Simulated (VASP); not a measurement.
Wanted: the native input for a VASP 6.6.1 run.

- Task: single point
- Functional: PBEsol
- Potentials or basis: VASP PAW PBE potentials, release 64 (B, As)
- Cutoff: 520 eV
- k mesh: 6 × 6 × 6
- Occupations: gaussian, width 0.01 eV
- Spin: no spin polarisation
- Dipole correction: no
- Further INCAR settings: ALGO = Normal; EDIFF = 1e-06; NBANDS = 11

The structure of BAs lies in POSCAR:

```
BAs
1.0
    0.0000000000      2.3918676038      2.3918676038
    2.3918676038      0.0000000000      2.3918676038
    2.3918676038      2.3918676038      0.0000000000
B As
1 1
Direct
    0.0000000000      0.0000000000      0.0000000000
    0.2500000000      0.2500000000      0.2500000000
```

The cell was built by a generator and needn't be a form met in nature.

The input as run:

INCAR

```
SYSTEM = BAs
PREC = Accurate
ENCUT = 520
EDIFF = 1E-6
ISMEAR = 0
SIGMA = 0.01
LREAL = .False.
LASPH = .True.
NELM = 100
ALGO = Normal
ISIF = 2
LWAVE = .False.
LCHARG = .True.
GGA = PS
LELF = .True.
LVHAR = .True.
NBANDS = 11
```

KPOINTS

```
regular mesh
0
Gamma
  6 6 6
  0 0 0
```

Potentials or basis: VASP PAW PBE potentials, release 64 (B, As).

Command:

```console
$ cat potpaw_PBE.64/B/POTCAR potpaw_PBE.64/As/POTCAR > POTCAR
$ mpirun -np 1 vasp_std > vasp.out
```

It gave:

```json
{"Pressure": "-0.5 GPa", "Band gap on the k mesh": "1.18 eV, indirect (least direct gap 3.23 eV)"}
```

Caveat: the PAW data sets were made with another functional, which shifts forces and pressure a little.

It used 4.4 s of CPU time on 1 thread of Intel(R) Xeon(R) Platinum 8559C (Emerald Rapids), on a shared host, which was overloaded at the time.
